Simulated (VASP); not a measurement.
# KCl (Fm-3m) in VASP: notebook

Runs on KCl. Level: PBE. Tasks: single point, relaxation of cell and atoms.

Program: VASP 6.6.1. These are calculated values, not measurements. Logs are shortened: lines on timing, memory, paths and dates and some standing lists are left out, and cuts for length are marked.

**What was measured.**

From a printed reference work, monograph, for a bulk crystal of KCl: band gap 8.68 eV.

The runs below are set against these values where they give the same quantity.

### Step 1. The cell of the first run

It takes space group Fm-3m (No. 225, cubic). Conventional cell: a = 6.268 Å, b = 6.268 Å, c = 6.268 Å, α = 90.00°, β = 90.00°, γ = 90.00°. Within 4.1 Å of K (site symmetry m-3m) lie 6 Cl at 3.13 Å. Cl (site symmetry m-3m) has 6 K at 3.13 Å within 4.1 Å.

### Step 2. Single point, PBE

File INCAR:

```
ALGO     = Normal         # electronic algorithm
EDIFF    = 1E-6           # SCF threshold, eV
ENCUT    = 500            # plane-wave cutoff, eV
GGA      = PE             # functional
GGA_COMPAT= False        
ISIF     = 2              # what is computed and relaxed
ISMEAR   = 0              # smearing method
LASPH    = True           # aspherical terms in the spheres
LCHARG   = True           # write CHGCAR
LELF     = True           # ELF
LREAL    = False          # projectors in reciprocal space
LVHAR    = True         
LWAVE    = False          # write WAVECAR
NBANDS   = 15             # bands
NELM     = 120            # most SCF steps
PREC     = Accurate       # precision mode
SIGMA    = 0.1            # smearing width, eV
```

File KPOINTS:

```
k-points
0
Gamma
  6 6 6
```

File POSCAR:

```
KCl
1.0
    0.0000000000      3.1341000000      3.1341000000
    3.1341000000      0.0000000000      3.1341000000
    3.1341000000      3.1341000000      0.0000000000
K Cl
1 1
Direct
    0.0000000000      0.0000000000      0.0000000000
    0.5000000000      0.5000000000      0.5000000000
```

Potentials or basis: VASP PAW PBE potentials, release 64 (K_sv, Cl).

On the command line:

```
> cat potpaw_PBE.64/K_sv/POTCAR potpaw_PBE.64/Cl/POTCAR > POTCAR
> mpirun -np 1 vasp_std > vasp.out
```

OUTCAR:

```text
EDIFF = 1E-6
   ENCUT = 500
   GGA = PE
   ISIF = 2
   ISMEAR = 0
   LASPH = True
   LREAL = False
   NELM = 120
   PREC = Accurate

 ion  position               nearest neighbor table
   1  0.000  0.000  0.000-   2 3.13   2 3.13   2 3.13   2 3.13   2 3.13   2 3.13
   2  0.500  0.500  0.500-   1 3.13   1 3.13   1 3.13   1 3.13   1 3.13   1 3.13

  LATTYP: Found a face centered cubic cell.
 ALAT       =     6.2682000000

  Lattice vectors:

 A1 = (   0.0000000000,   3.1341000000,   3.1341000000)
 A2 = (   3.1341000000,   0.0000000000,   3.1341000000)
 A3 = (   3.1341000000,   3.1341000000,   0.0000000000)

Analysis of symmetry for initial positions (statically):
=====================================================================
 Subroutine PRICEL returns:
 Original cell was already a primitive cell.

 Routine SETGRP: Setting up the symmetry group for a
 face centered cubic supercell.

 Subroutine GETGRP returns: Found 48 space group operations
 (whereof 48 operations were pure point group operations)
 out of a pool of 48 trial point group operations.

The static configuration has the point symmetry O_h .

Analysis of symmetry for dynamics (positions and initial velocities):
=====================================================================
 Subroutine PRICEL returns:
 Original cell was already a primitive cell.

 Routine SETGRP: Setting up the symmetry group for a
 face centered cubic supercell.

 Subroutine GETGRP returns: Found 48 space group operations
 (whereof 48 operations were pure point group operations)
 out of a pool of 48 trial point group operations.

The dynamic configuration has the point symmetry O_h .

 Subroutine INISYM returns: Found 48 space group operations
 (whereof 48 operations are pure point group operations),
 and found     1 'primitive' translations

----------------------------------------------------------------------------------------

                                     Primitive cell

  volume of cell :      61.5699

  direct lattice vectors                    reciprocal lattice vectors
     0.000000000  3.134100000  3.134100000    -0.159535433  0.159535433  0.159535433
     3.134100000  0.000000000  3.134100000     0.159535433 -0.159535433  0.159535433
     3.134100000  3.134100000  0.000000000     0.159535433  0.159535433 -0.159535433

  length of vectors
     4.432286726  4.432286726  4.432286726     0.276323475  0.276323475  0.276323475

  position of ions in fractional coordinates (direct lattice)
     0.000000000  0.000000000  0.000000000
     0.500000000  0.500000000  0.500000000

  ion indices of the primitive-cell ions
   primitive index   ion index
                 1           1
                 2           2

----------------------------------------------------------------------------------------

 KPOINTS: k-points

Automatic generation of k-mesh.
 Grid dimensions read from file:
 generate k-points for:    6    6    6

 Generating k-lattice:

  Cartesian coordinates                     Fractional coordinates (reciprocal lattice)
    -0.026589239  0.026589239  0.026589239     0.166666667  0.000000000  0.000000000
     0.026589239 -0.026589239  0.026589239     0.000000000  0.166666667  0.000000000
     0.026589239  0.026589239 -0.026589239     0.000000000  0.000000000  0.166666667

  Length of vectors
     0.046053913  0.046053913  0.046053913

  Shift w.r.t. Gamma in fractional coordinates (k-lattice)
     0.000000000  0.000000000  0.000000000

 Subroutine IBZKPT returns following result:
 ===========================================

 Found     16 irreducible k-points:

 Following reciprocal coordinates:
            Coordinates               Weight
  0.000000  0.000000  0.000000      1.000000
  0.166667  0.000000  0.000000      8.000000
  0.333333  0.000000  0.000000      8.000000
  0.500000  0.000000  0.000000      4.000000
  0.166667  0.166667  0.000000      6.000000
  0.333333  0.166667  0.000000     24.000000
[... 8 lines left out ...]
 -0.333333  0.333333  0.166667     24.000000
 -0.333333  0.500000  0.166667     12.000000
   k-points           NKPTS =     16   k-points in BZ     NKDIM =     16   number of bands    NBANDS=     15
   number of dos      NEDOS =    301   number of ions     NIONS =      2
   total plane-waves  NPLWV =  32768
   dimension x,y,z NGX =    32 NGY =   32 NGZ =   32
   dimension x,y,z NGXF=    64 NGYF=   64 NGZF=   64
   ions per type =               1   1
   NGX,Y,Z   is equivalent  to a cutoff of  12.00, 12.00, 12.00 a.u.
   NGXF,Y,Z  is equivalent  to a cutoff of  24.01, 24.01, 24.01 a.u.
 SYSTEM =  unknown system
   PREC   = accura    normal or accurate (medium, high low for compatibility)
   ISTART =      0    job   : 0-new  1-cont  2-samecut
   ICHARG =      2    charge: 1-file 2-atom 10-const
   ISPIN  =      1    spin polarized calculation?
   LNONCOLLINEAR =      F non collinear calculations
   LSORBIT =      F    spin-orbit coupling
   LASPH  =      T    aspherical Exc in radial PAW
   ENCUT  =  500.0 eV  36.75 Ry    6.06 a.u.   8.08  8.08  8.08*2*pi/ulx,y,z
   NELM   =    120;   NELMIN=  2; NELMDL= -5     # of ELM steps
   EDIFF  = 0.1E-05   stopping-criterion for ELM
   LREAL  =      F    real-space projection
[... 7 lines left out ...]
   TEBEG  =    0.0;   TEEND  =   0.0 temperature during run
   PSTRESS=    0.0 pullay stress
   NELECT =      16.0000    total number of electrons
   NUPDOWN=      -1.0000    fix difference up-down
   EMIN   =  10.00;   EMAX   =-10.00  energy-range for DOS
   EFERMI =   0.00;   METHOD = LEGACY
   ISMEAR =     0;   SIGMA  =   0.10  broadening in eV -4-tet -1-fermi 0-gaus
   EFERMI_NEDOS =   21; number of points for ismear=-14 and -15
   IALGO  =     38    algorithm
   IMIX   =      4    mixing-type and parameters
     AMIX     =   0.40;   BMIX     =  1.00
     AMIX_MAG =   1.60;   BMIX_MAG =  1.00
  volume/ion in A,a.u.               =      30.78       207.75
  Fermi-wavevector in a.u.,A,eV,Ry     =   1.044701  1.974198 14.849399  1.091400
  Thomas-Fermi vector in A             =   2.179465
   LORBIT       =      0    0 simple, 1 ext, 2 COOP (PROOUT), +10 PAW based schemes
   GGA     = PE    functional components
   LHFCALC =     F    Hartree Fock is set to
   AEXX    =    0.0000 exact exchange contribution
   IVDW    =     0    specifies the selected vdW correction
   LEPSILON=     F    determine dielectric tensor
   LRPA    =     F    only Hartree local field effects (RPA)
 non-spin polarized calculation
 Gauss-broadening in eV      SIGMA  =   0.10
  energy-cutoff  :      500.00
  volume of cell :       61.57
 maximum number of plane-waves:      1588
   NGX = 17   NGY = 17   NGZ = 17

 number of electron      16.0000000 magnetization

 Free energy of the ion-electron system (eV)
  ---------------------------------------------------
  ext. energy  EPLUGINS =         0.00000000
  ---------------------------------------------------
  free energy    TOTEN  =        -6.79934754 eV

  energy without entropy =       -6.79934754  energy(sigma->0) =       -6.79934754

 E-fermi :  -1.2500     XC(G=0):  -7.5876

 val. band max:       -1.7943617914   @ k =   0.0000   0.0000   0.0000
 cond. band min:       3.4331153181   @ k =   0.0000   0.0000   0.0000
 fundamental gap:      5.2274771095
 Fermi energy:        -1.2500209271

 k-point     1 :       0.0000    0.0000    0.0000
  band No.  band energies     occupation
      1     -28.9641      2.00000
      2     -13.9260      2.00000
      3     -12.4249      2.00000
      4     -12.4249      2.00000
      5     -12.4249      2.00000
      6      -1.7944      2.00000
      7      -1.7944      2.00000
      8      -1.7944      2.00000
      9       3.4331      0.00000
     10       6.5925      0.00000
     11       6.5925      0.00000
     12       6.5925      0.00000
     13       7.4756      0.00000
     14       7.4756      0.00000
     15      11.2296      0.00000

 k-point     2 :       0.1667    0.0000    0.0000
  band No.  band energies     occupation
      1     -28.9613      2.00000
      2     -13.9788      2.00000
      3     -12.4273      2.00000
      4     -12.4273      2.00000
      5     -12.3583      2.00000
      6      -2.1148      2.00000
      7      -1.8826      2.00000
      8      -1.8826      2.00000
      9       4.0748      0.00000
     10       6.4237      0.00000
     11       6.9409      0.00000
     12       6.9409      0.00000
     13       7.8550      0.00000
     14       7.8550      0.00000
     15      12.1442      0.00000

 k-point     3 :       0.3333    0.0000    0.0000
  band No.  band energies     occupation
      1     -28.9556      2.00000
      2     -14.0735      2.00000
      3     -12.4322      2.00000
      4     -12.4322      2.00000
      5     -12.2351      2.00000
      6      -2.6417      2.00000
      7      -2.0493      2.00000
      8      -2.0493      2.00000
      9       5.3049      0.00000
     10       6.5029      0.00000
     11       7.8870      0.00000
     12       7.8870      0.00000
     13       8.8160      0.00000
     14       8.8160      0.00000
     15      11.1282      0.00000
[... 199 lines left out ...]
 k-point    15 :      -0.3333    0.3333    0.1667
  band No.  band energies     occupation
      1     -28.9503      2.00000
      2     -13.9762      2.00000
      3     -12.5052      2.00000
      4     -12.4860      2.00000
      5     -12.3072      2.00000
      6      -2.5195      2.00000
      7      -2.2396      2.00000
      8      -2.1564      2.00000
      9       6.1844      0.00000
     10       6.4230      0.00000
     11       8.0157      0.00000
     12       8.2693      0.00000
     13       9.4517      0.00000
     14      10.0434      0.00000
     15      10.1614      0.00000

 k-point    16 :      -0.3333    0.5000    0.1667
  band No.  band energies     occupation
      1     -28.9495      2.00000
      2     -13.8986      2.00000
      3     -12.5509      2.00000
      4     -12.5057      2.00000
      5     -12.3691      2.00000
      6      -2.3736      2.00000
      7      -2.2262      2.00000
      8      -2.1576      2.00000
      9       5.4651      0.00000
     10       7.1690      0.00000
     11       7.3442      0.00000
     12       8.4283      0.00000
     13       9.1950      0.00000
     14       9.9609      0.00000
     15      10.5726      0.00000

------------------------ aborting loop because EDIFF is reached ----------------------------------------

  FORCE on cell =-STRESS in cart. coord.  units (eV):
  Direction    XX          YY          ZZ          XY          YZ          ZX
  --------------------------------------------------------------------------------------
  -------------------------------------------------------------------------------------
  Total        0.3915996      0.3915996      0.3915996      0.0000000     -0.0000000      0.0000000
  in kB       10.1902368     10.1902368     10.1902368      0.0000000     -0.0000000      0.0000000
  external PRESSURE =      10.1902368 kB  Pullay stress =       0.0000000 kB

 VOLUME and BASIS-vectors are now :
 -----------------------------------------------------------------------------
  energy-cutoff  :      500.00
  volume of cell :       61.57
      direct lattice vectors                 reciprocal lattice vectors
     0.000000000  3.134100000  3.134100000    -0.159535433  0.159535433  0.159535433
     3.134100000  0.000000000  3.134100000     0.159535433 -0.159535433  0.159535433
     3.134100000  3.134100000  0.000000000     0.159535433  0.159535433 -0.159535433

 POSITION                                       TOTAL-FORCE (eV/Angst)
 -----------------------------------------------------------------------------------
      0.00000      0.00000      0.00000         0.000000     -0.000000     -0.000000
      3.13410      3.13410      3.13410        -0.000000      0.000000      0.000000
 -----------------------------------------------------------------------------------
    total drift:                                0.000000     -0.000000     -0.000000

  FREE ENERGIE OF THE ION-ELECTRON SYSTEM (eV)
  ---------------------------------------------------
  free  energy   TOTEN  =        -6.7993475367 eV

  energy  without entropy=       -6.7993475367  energy(sigma->0) =       -6.79934754
```

Wall time 9.1 s (1 thread of Intel Xeon Platinum 8488C (Sapphire Rapids), shared host); peak memory 0.18 GiB.

What came out:

* Free energy: -6.7993 eV
* Pressure: 1.0 GPa
* Band gap on the k mesh: 5.23 eV

A hybrid or GW would open this gap; PBE tends to underestimate it.

### Step 3. Single point, PBE

This run uses another cell than the first one, of 32.49 Å³/atom.

File INCAR:

```
PREC = Accurate ; ENCUT = 500
EDIFF = 1E-6 ; ISMEAR = 0
SIGMA = 0.02 ; LREAL = False
LASPH = True ; NELM = 120
ALGO = Normal ; ISIF = 2
LWAVE = False ; LCHARG = False
GGA = PE ; NBANDS = 15
GGA_COMPAT = False
```

File KPOINTS:

```
Automatic mesh
0
Gamma
  6 6 6
```

File POSCAR:

```
KCl
1.0
    0.0000000000      3.1907925805      3.1907925805
    3.1907925805      0.0000000000      3.1907925805
    3.1907925805      3.1907925805      0.0000000000
K Cl
1 1
Direct
    0.0000000000      0.0000000000      0.0000000000
    0.5000000000      0.5000000000      0.5000000000
```

Potentials or basis: VASP PAW PBE potentials, release 64 (K_sv, Cl).

On the command line:

```
> cat potpaw_PBE.64/K_sv/POTCAR potpaw_PBE.64/Cl/POTCAR > POTCAR
> mpirun -np 1 vasp_std > vasp.out
```

Wall time 14 s (1 thread of Intel Xeon Platinum 8488C (Sapphire Rapids), shared host); peak memory 0.2 GiB.

The run converged. Its results:

- Free energy: -6.8108 eV
- Pressure: 0.0 GPa
- Band gap on the k mesh: 5.04 eV

Levels at points of the mesh, in eV from the valence-band top:
```csv
k point,band 4,band 5,band 6,band 7,band 8,band 9,band 10,band 11,band 12,band 13
"(0.00, 0.00, 0.00)",-10.76,-10.76,0.00,0.00,0.00,5.04,8.35,8.35,8.35,9.21
"(0.50, 0.00, 0.00)",-10.77,-10.54,-0.98,-0.29,-0.29,7.47,8.43,10.39,10.39,11.26
"(0.50, 0.50, 0.00)",-10.81,-10.81,-0.63,-0.21,-0.21,6.56,8.16,9.82,10.15,10.45
```

### Step 4. Relaxation of cell and atoms, PBE

File INCAR:

```
SYSTEM = KCl
PREC = Accurate
ENCUT = 500
EDIFF = 1E-7
ISMEAR = 0
SIGMA = 0.02
LREAL = .False.
LASPH = .True.
NELM = 120
ALGO = Normal
ISIF = 3
LWAVE = .False.
LCHARG = .False.
GGA = PE
IBRION = 2
NSW = 100
EDIFFG = -0.002
GGA_COMPAT = .False.
NELMIN = 4
```

File KPOINTS:

```
regular mesh
0
Gamma
  6 6 6
  0 0 0
```

File POSCAR:

```
KCl
1.0
    0.0000000000      3.1341000000      3.1341000000
    3.1341000000      0.0000000000      3.1341000000
    3.1341000000      3.1341000000      0.0000000000
K Cl
1 1
Direct
    0.0000000000      0.0000000000      0.0000000000
    0.5000000000      0.5000000000      0.5000000000
```

On the command line:

```
> cat potpaw_PBE.64/K_sv/POTCAR potpaw_PBE.64/Cl/POTCAR > POTCAR
> mpirun -np 1 vasp_std > vasp.out
```

Run time: 26 s. Hardware: 1 thread of Intel Xeon Platinum 8488C (Sapphire Rapids), shared host; peak memory 0.18 GiB.

Results (log left out):

```
Free energy                           : -6.8095 eV
Relaxed volume                        : 32.49 Å³/atom
Relaxed cell                          : a = 4.513 Å, b = 4.513 Å, c = 4.513 Å, α = 60.00°, β = 60.00°, γ = 60.00°
Space group after relaxing (to 0.1 Å) : Fm-3m (No. 225)
Energy gained by relaxing             : 5.1 meV/atom
Ionic steps                           : 4
Pressure after relaxing               : 0.0 GPa
Band gap on the k mesh                : 5.04 eV
```

Step by step:
| step | energy change (eV) | largest force (eV/Å) | pressure (GPa) | volume (Å³) |
| --- | --- | --- | --- | --- |
| 1 | 0.0000 | 0.0000 | 1.01 | 61.57 |
| 2 | -0.0079 | 0.0000 | 0.45 | 63.32 |
| 3 | -0.0102 | 0.0000 | -0.05 | 65.18 |
| 4 | -0.0102 | 0.0000 | 0.00 | 64.98 |

Final structure:
```
K Cl
1.0
     0.00000    3.19092    3.19092
     3.19092    0.00000    3.19092
     3.19092    3.19092    0.00000
K Cl
1 1
Direct
  0.00000 0.00000 0.00000
  0.50000 0.50000 0.50000
```

Levels at points of the mesh, in eV from the valence-band top:
```tsv
k point	band 4	band 5	band 6	band 7	band 8	band 9	band 10	band 11	band 12
(0.00, 0.00, 0.00)	-10.76	-10.76	0.00	0.00	0.00	5.04	8.35	8.35	8.35
(0.50, 0.00, 0.00)	-10.77	-10.54	-0.98	-0.29	-0.29	7.47	8.43	10.39	10.39
(0.50, 0.50, 0.00)	-10.81	-10.81	-0.63	-0.21	-0.21	6.56	8.16	9.82	10.15
```

### Step 5. Overview

| task | cell | smearing | gap on the mesh (eV) | pressure (GPa) |
| --- | --- | --- | --- | --- |
| single point | a = 4.432 Å, angles 60.0°, 2 atoms | gaussian 0.1 eV | 5.23 | 1.0 |
| single point | a = 4.512 Å, angles 60.0°, 2 atoms | gaussian 0.02 eV | 5.04 | 0.0 |
| relaxation of cell and atoms | relaxed from a = 4.432 Å, angles 60.0°, 2 atoms | gaussian 0.02 eV | 5.04 | 0.0 |

Alike in all rows: level PBE; potentials or basis VASP PAW PBE potentials, release 64 (K_sv, Cl); no spin polarisation; k mesh 6 × 6 × 6; cutoff (eV) 500.

Absolute energies hang on the potentials; compare differences alone.

### Step 6. Against experiment

Step 3. Against the measured gap of KCl, 8.68 eV (a printed reference work, monograph), the calculated 5.04 eV is off by -3.64 eV. The value is that of PBE, without temperature or zero-point motion. Semilocal functionals fall short of measured gaps as a rule.
